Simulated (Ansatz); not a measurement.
## ZnS: a jump of H

These are results of DFT PBE, scalar-relativistic, plane waves, PAW (Ansatz 0.2.0), not measurements. (420 eV cutoff, 2×2×2 k-mesh, Gaussian smearing of 0.02 eV, no spin polarisation)

Host crystal, relaxed:

```
Zn S
1.0
     0.00000    2.72115    2.72115
     2.72115    0.00000    2.72115
     2.72115    2.72115    0.00000
Zn S
1 1
Cartesian
  0.0000 0.0000 0.0000
  1.3606 1.3606 1.3606
```

In a supercell of 16 host sites with charge -1, interstitial H hops to an equivalent place, moving 3.54 Å between the relaxed ends. Climbing-image nudged elastic band at fixed cell with images 0 (start) to 6 (end), the path measured over all atoms, converged to 0.05 eV/Å; the order of the saddle wasn't checked, and the small cell leaves errors of about a tenth of an eV. Zero-point motion and tunnelling, which matter for H, are left out.

Supercell rows in host cell vectors: 0 -2 2; 0 0 2; -2 0 2. H was set at (0.500, 0.500, 0.500) of the host cell.

At the relaxed start H has 1 Zn at 1.67 Å, 1 Zn at 1.90 Å.

Problem. How high is the barrier, and where does the atom pass?

Solution. 1.15 eV at image 3, where H has 1 Zn at 1.69 Å.

Cost: 1 run of about 10 core-minutes, on Intel Xeon 6975P-C (Granite Rapids) (shared hosts).